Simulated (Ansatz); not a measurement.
# TiH: how the settings move a single-point run

Question: which choices in the input matter for TiH?

Computed with Ansatz 0.2.0 (reference: DFT, r2SCAN, PAW with Ansatz's default frozen-core files, scalar-relativistic, unless a step's input says otherwise).

## 1. Starting point

It takes space group P4_2/mmc (No. 131, tetragonal). The conventional cell has a = 2.947 Å, b = 2.947 Å, c = 4.568 Å, α = 90.00°, β = 90.00°, γ = 90.00°. Around Ti (site symmetry mmm) lie 4 H at 1.86 Å. H (site symmetry -4m2) has 4 Ti at 1.86 Å as nearest neighbours.

Structure file:

```
CELL_PARAMETERS angstrom
2.94749 0.00000 0.00000
0.00000 2.94749 0.00000
0.00000 0.00000 4.56814
ATOMIC_POSITIONS crystal
Ti 0.50000 0.00000 0.50000
Ti 0.00000 0.50000 0.00000
H 0.00000 0.00000 0.25000
H 0.00000 0.00000 0.75000
```

## 2. Baseline

The input, input.yaml:

```yaml
crystal:
  lattice:
    - [2.9474928546, 0.0, 0.0]
    - [0.0, 2.9474928546, 0.0]
    - [0.0, 0.0, 4.56814048]
  atoms:
    - { symbol: Ti, position: [0.5, 0.0, 0.5] }
    - { symbol: Ti, position: [0.0, 0.5, 0.0] }
    - { symbol: H, position: [0.0, 0.0, 0.25] }
    - { symbol: H, position: [0.0, 0.0, 0.75] }
kpoints:
  mp_grid: { grid: [12, 12, 8] }
  band_path:
    path:
      - [0.0, 0.0, 0.0]
      - [0.0, 0.5, 0.0]
      - [0.5, 0.5, 0.0]
      - [0.0, 0.0, 0.0]
      - [0.0, 0.0, 0.5]
      - [0.0, 0.5, 0.5]
      - [0.5, 0.5, 0.5]
      - [0.0, 0.0, 0.5]
      - [0.0, 0.5, 0.0]
    npoints: 14
scf:
  occupations: { method: fermi_dirac, width: 0.08 }
hamiltonian:
  xc: r2scan
  pseudopotentials: { kind: paw }
output:
  forces: true
  stress: true
  eigenvalues: true
  efg: { contact_densities: true }
  populations: true
  bader: true
  dos: { projected: true, de: 0.2, e_range: [-14, 8] }
  write_density: true
  write_potential: true
  elf: true
  volumetric_format: npy
```

Command:

```
> ansatz run input.yaml --threads 1 --pin off --max-ram 4096MiB --backend cpu --events-out ev --progress --plain --runs-dir out
```

Excerpt of the output:

```text
[...]
Basis set: ecut = 500 eV, 1025 PW (Γ), exchange–correlation on 96×96×144 points (64 copies of the dense FFT grid, shifted against one another)
[...]
k-points: 140 of 1152
[...]
SCF iter   1: F=—  HF=-5042.348762 eV  |F-HF|=—  |Δ(HF+E_count)|=         —  Δρ=2.09e-2  dr2=1.64e-1  dr2_τ=3.65e-2  ethr=1.77e-3  ⟨swp⟩=4.2  Hψ=9929  notcnv=0
preconditioner: auto → Kerker (q_TF=auto, 2.543 Å⁻¹)  [metal: Δε(μ)=0.007 eV  Ē_g=5.060 eV  σ=0.080 eV  W_gap=0.02  n_scr=14 (ndim 8)  ℏωp=18.6 eV  f_vac=0.000  D(μ)=1.79/eV (n_scr^D=16)]
SCF iter   2: F=—  HF=-5042.361272 eV  |F-HF|=—  |Δ(HF+E_count)|=   1.25e-2  Δρ=7.46e-3  dr2=2.00e-2  dr2_τ=1.37e-3  ethr=6.31e-4  ⟨swp⟩=2.9  Hψ=5601  notcnv=0
[...]
SCF iter   6: F=—  HF=-5042.361120 eV  |F-HF|=—  |Δ(HF+E_count)|=   8.22e-7  Δρ=4.63e-5  dr2=4.60e-7  dr2_τ=2.37e-8  ethr=2.27e-8  ⟨swp⟩=2.3  Hψ=3302  notcnv=0
SCF iter   7: F=-5042.361120 eV  HF=-5042.361120 eV  |F-HF|=7.68e-9  |Δ(HF+E_count)|=   2.48e-7  Δρ=1.05e-5  dr2=3.06e-8  dr2_τ=1.09e-9  ethr=3.85e-10  ⟨swp⟩=8.1  Hψ=15135  notcnv=0
[...]
SCF converged after 7 iterations
Free energy (F): -5042.361120 eV
[...]
E sigma→0 (E₀):  -5042.340517 eV
[...]
Fermi energy:    12.120732 eV
[...]
  P = ⅓ Tr σ = -0.3324 GPa (-3.324 kbar)
[...]
```

It took 57 s on 1 thread of Arm Neoverse V1, shared host.

## 3. Changed: mp_grid.shift [0.5, 0.5, 0.5]

input.yaml: that of step 2 with these lines changed.

```diff
@@ -11,3 +11,3 @@
 kpoints:
-  mp_grid: { grid: [12, 12, 8] }
+  mp_grid: { grid: [12, 12, 8], shift: [0.5, 0.5, 0.5] }
   band_path:
@@ -35,7 +35 @@
   populations: true
-  bader: true
-  dos: { projected: true, de: 0.2, e_range: [-14, 8] }
-  write_density: true
-  write_potential: true
-  elf: true
-  volumetric_format: npy
```

Command:

```
> ansatz run input.yaml --threads 1 --pin off --max-ram 4096MiB --backend cpu --events-out ev --progress --plain --runs-dir out
```

The program printed:

```text
Engine: ansatz 0.2.0
Pseudopotentials: kind: paw
Pseudopotential: Ti, paw, valence charge 12, recommended cutoff 500 eV (meta_gga)
Pseudopotential: H, paw, valence charge 1, recommended cutoff 500 eV (meta_gga)
Functional definition: r2SCAN
  parameter k0 = 0.174
  parameter k1 = 0.065
  parameter a1 = 4.9479
  exchange = r2scan_x(k0 = k0, k1 = k1, a1 = a1)
  correlation = r2scan_c
Crystal: 4 atoms, lattice volume = 39.687 Å³
Basis set: ecut = 500 eV, 1025 PW (Γ), exchange–correlation on 96×96×144 points (64 copies of the dense FFT grid, shifted against one another)
Bands: 17, of which v1, the nominal top of the filled ones, is band 13 counted from 1 (12 counted from 0)
Symmetry: 16 space group operations
Space group: P42/mmc (ITA 131), of the structure as read, at distance tolerance 3.4e-5 Å
k-points: 84 of 1152
Non-local potential: Ti, projectors of the file, l = 0: 3, l = 1: 2, l = 2: 3, l = 3: 1
Non-local potential: H, projectors of the file, l = 0: 2, l = 1: 1
PAW form: soft (Blöchl's): semilocal exchange-correlation on the pseudo side does not see the compensation charge
PAW frozen core: Ti, regenerated for the run's functional (the file was generated under x = pbe(κ = 0.804, μ = 0.2195149727645171), c = pbe(β = 0.06672455060314922))
PAW one-centre angular grid: Ti, 590 points (default); XC on 160 Gauss nodes
PAW one-centre angular grid: H, 302 points (default); XC on 160 Gauss nodes
Initial density: superposition of atomic densities (neutral atoms: chi_scale 0, normalization atom), corrected by the library's trained network
Initial wavefunctions: pseudopotential atomic-orbital guess
Functional: x = r2scan, c = r2scan; τ floored in thin density (d = 2e-4 eV/Å³)
SCF iter   1: F=—  HF=-5042.350261 eV  |F-HF|=—  |Δ(HF+E_count)|=         —  Δρ=2.09e-2  dr2=1.65e-1  dr2_τ=3.65e-2  ethr=1.77e-3  ⟨swp⟩=4.1  Hψ=5898  notcnv=0
preconditioner: auto → Kerker (q_TF=auto, 2.543 Å⁻¹)  [metal: Δε(μ)=0.050 eV  Ē_g=5.055 eV  σ=0.080 eV  W_gap=0.15  n_scr=14 (ndim 8)  ℏωp=18.6 eV  f_vac=0.000  D(μ)=1.68/eV (n_scr^D=16)]
SCF iter   2: F=—  HF=-5042.362866 eV  |F-HF|=—  |Δ(HF+E_count)|=   1.26e-2  Δρ=7.47e-3  dr2=1.99e-2  dr2_τ=1.38e-3  ethr=6.33e-4  ⟨swp⟩=3.0  Hψ=3404  notcnv=0
SCF iter   3: F=—  HF=-5042.361621 eV  |F-HF|=—  |Δ(HF+E_count)|=   1.25e-3  Δρ=2.71e-3  dr2=2.04e-3  dr2_τ=1.80e-4  ethr=7.65e-5  ⟨swp⟩=2.0  Hψ=2153  notcnv=0
SCF iter   4: F=—  HF=-5042.362709 eV  |F-HF|=—  |Δ(HF+E_count)|=   1.09e-3  Δρ=6.26e-4  dr2=1.29e-4  dr2_τ=5.04e-6  ethr=7.86e-6  ⟨swp⟩=3.0  Hψ=2691  notcnv=0
SCF iter   5: F=—  HF=-5042.362761 eV  |F-HF|=—  |Δ(HF+E_count)|=   5.26e-5  Δρ=1.26e-4  dr2=5.74e-6  dr2_τ=2.69e-7  ethr=4.97e-7  ⟨swp⟩=2.3  Hψ=2009  notcnv=0
SCF iter   6: F=—  HF=-5042.362762 eV  |F-HF|=—  |Δ(HF+E_count)|=   1.19e-6  Δρ=4.58e-5  dr2=4.56e-7  dr2_τ=2.28e-8  ethr=2.21e-8  ⟨swp⟩=2.3  Hψ=1967  notcnv=0
SCF iter   7: F=-5042.362763 eV  HF=-5042.362763 eV  |F-HF|=7.54e-9  |Δ(HF+E_count)|=   2.45e-7  Δρ=1.05e-5  dr2=3.06e-8  dr2_τ=1.07e-9  ethr=3.85e-10  ⟨swp⟩=5.0  Hψ=5872  notcnv=0
SCF 1 converged in 7 iterations: F = -5042.362763 eV  dr2 = 3.06e-8
NSCF: frozen V_eff on 113 k-points
SCF converged after 7 iterations
Free energy (F): -5042.362763 eV
Harris-Foulkes:  -5042.362763 eV  (|F-HF|=7.54e-9)
Internal energy: -5042.323784 eV  (E = F + TS)
E sigma→0 (E₀):  -5042.343273 eV
Entropy (-TS):   -0.038979 eV (-9.745 meV/atom)
Fermi energy:    12.124866 eV
--- Per-component energies (eV) ---
  E_band       = -370.310986
  E_kinetic    = 574.830845
  E_local      = -1716.386135  (includes V_loc(G=0)·N_el)
  E_nonlocal   = 16.399814
  E_hartree    = 694.789288
  E_xc         = -205.826461
  E_vxc        = -293.595305  (∫ρ·V_xc dr)
  E_paw        = -2114.058495  (= ΣΔE_a)
  E_vpaw       = -360.662282  (= ΣTr[D̂ρ^β])
  E_aug_tail   = -0.000758  (compensation charges beyond the density's cutoff)
  E_vtau       = 19.527021  (kinetic-family band-sum trace: ∫τ·v_τ [+ j·A + Jᵃ·Aᵃ] dr)
  E_ewald      = -2291.564967
  E_core_change = -0.506914  (= ΣΔE_core)
  E_smearing   = -0.038979  (= −TS)
  E_closure    = -0.000000  (closes the sum)
  Σ components = -5042.362763   (vs F -5042.362763, Δ=0.00e0)
--- Forces (eV/Å), atoms counted from 1 ---
  atom   1  Ti    -0.00000000     0.00000000     0.00000000
  atom   2  Ti     0.00000000     0.00000000     0.00000000
  atom   3  H      0.00000000     0.00000000     0.00000000
  atom   4  H      0.00000000     0.00000000     0.00000000
  max |Σ_I F_I| component: 1.42e-29 eV/Å
--- Stress (GPa, compression-positive) ---
       -0.216321       0.000000       0.000000
        0.000000      -0.216321       0.000000
        0.000000       0.000000      -0.529316
  P = ⅓ Tr σ = -0.3207 GPa (-3.207 kbar)
--- PAW observables at the nuclei: V_zz in 10²¹ V/m², potentials from the cell's mean, atoms counted from 1 ---
  atom   1  Ti V_zz =    +3.229792   η = 0.1013   by run symmetry: allowed
            electrostatic potential = -2528.940145 V   contact ρ = 56722.406067 e/Å³
  atom   2  Ti V_zz =    +3.229792   η = 0.1013   by run symmetry: allowed
            electrostatic potential = -2528.940145 V   contact ρ = 56722.406067 e/Å³
  atom   3  H  V_zz =    +0.129983   η = 0.0000   by run symmetry: allowed
            electrostatic potential = -46.576388 V   contact ρ = 3.156694 e/Å³
  atom   4  H  V_zz =    +0.129983   η = 0.0000   by run symmetry: allowed
            electrostatic potential = -46.576388 V   contact ρ = 3.156694 e/Å³
--- Band table (eV; the first three rows and the last of 84) ---
  k-point 0: bands = ["-47.2491", "-47.1657", "-22.6372", "-22.3174", "-22.3130", "-22.1963", "-22.1650", "-22.1619", "2.4499", "7.5816", "9.4900", "9.5988", "12.2046", "12.8033", "12.8607", "13.8448", "14.6804"]
  k-point 1: bands = ["-47.2427", "-47.1721", "-22.6060", "-22.3110", "-22.3056", "-22.2341", "-22.1691", "-22.1683", "2.7030", "6.7566", "9.7627", "10.1240", "12.0480", "12.9463", "12.9653", "13.6218", "14.7313"]
  k-point 2: bands = ["-47.2311", "-47.1839", "-22.5478", "-22.3136", "-22.2936", "-22.2846", "-22.1807", "-22.1786", "3.1950", "5.7521", "10.0748", "10.7685", "11.7874", "12.9870", "13.2132", "13.3913", "14.5866"]
  k-point 83: bands = ["-47.1358", "-47.1355", "-22.6393", "-22.5860", "-22.4813", "-22.4430", "-22.3237", "-22.3235", "6.1551", "6.4408", "10.2884", "10.2915", "11.4348", "12.0021", "13.7977", "13.8046", "15.4460"]
--- Löwdin populations: 4 sites ---
  site symbol       q [e]
     0     Ti     11.5978
     1     Ti     11.5978
     2      H      1.2503
     3      H      1.2503
  spilling = 0.011689 (of n_electrons = 26.000000)
```

Wall time 15 s (1 thread of Arm Neoverse V1, shared host).

Changing the k-point mesh leaves the energy as it was (-0.4 meV/atom).

## 4. Side by side

| run | ending | energy change | pressure (GPa) | gap (eV) | force (eV/Å) | cycles | time |
| --- | --- | --- | --- | --- | --- | --- | --- |
| reference | converged | 0 | -0.3 | 0.00 | 0.00 | 7 | 57 s |
| 1: mp_grid.shift [0.5, 0.5, 0.5] | converged | -0.4 meV/atom | -0.3 | 0.00 | 0.00 | 7 | 15 s |

Times don't compare one to one where runs were asked for different outputs or read a saved state (see the inputs); cycles may leave out searches for a lower state.

Residual by cycle in the longest SCF loop of each run; runs are numbered as in the table. The quantity is the density residual dr2, in eV.

| cycle | reference | run 1 |
| --- | --- | --- |
| 1 | 0.164 | 0.165 |
| 2 | 0.02 | 0.0199 |
| 3 | 0.00209 | 0.00204 |
| 4 | 1.3e-4 | 1.3e-4 |
| 5 | 5.9e-6 | 5.7e-6 |
| 6 | 4.6e-7 | 4.6e-7 |
| 7 | 3.1e-8 | 3.1e-8 |

**Reading.** Changing the k-point mesh hardly moves the energy: -0.4 meV/atom. The reference has no spin polarisation; with Ti present, a magnetic state may lie lower.
